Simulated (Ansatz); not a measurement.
**BaSnO₃ in the cubic perovskite structure (space group Pm-3m, No. 221)**

```xyz
5
Lattice="4.1219 0.0000 0.0000 0.0000 4.1219 0.0000 0.0000 0.0000 4.1219" Properties=species:S:1:pos:R:3 pbc="T T T"
Ba     0.0000     0.0000     0.0000
Sn     2.0609     2.0609     2.0609
O      0.0000     2.0609     2.0609
O      2.0609     2.0609     0.0000
O      2.0609     0.0000     2.0609
```

Computed with PBEsol (Ansatz, a quantum-chemistry and plane-wave program, PAW, spin-orbit coupling left out). Γ-centred 8×8×8 mesh, Fermi–Dirac width 0.05 eV.

| Quantity | Value |
|---|---|
| Volume per atom | 14.01 Å³ |
| Density | 7.21 g/cm³ |
| Band gap | 0.86 eV, indirect, R → Γ |
| Electron mass | 0.16 mₑ |
| Lowest conduction-band minima above the VBM | Γ 0.86 eV |
| Total energy | -2699.745 eV/atom (σ→0; compares only within this code and set-up) |

Masses are band curvatures over ±0.01 Å⁻¹ around the edge. Whether these cells are dynamically stable was not tested.
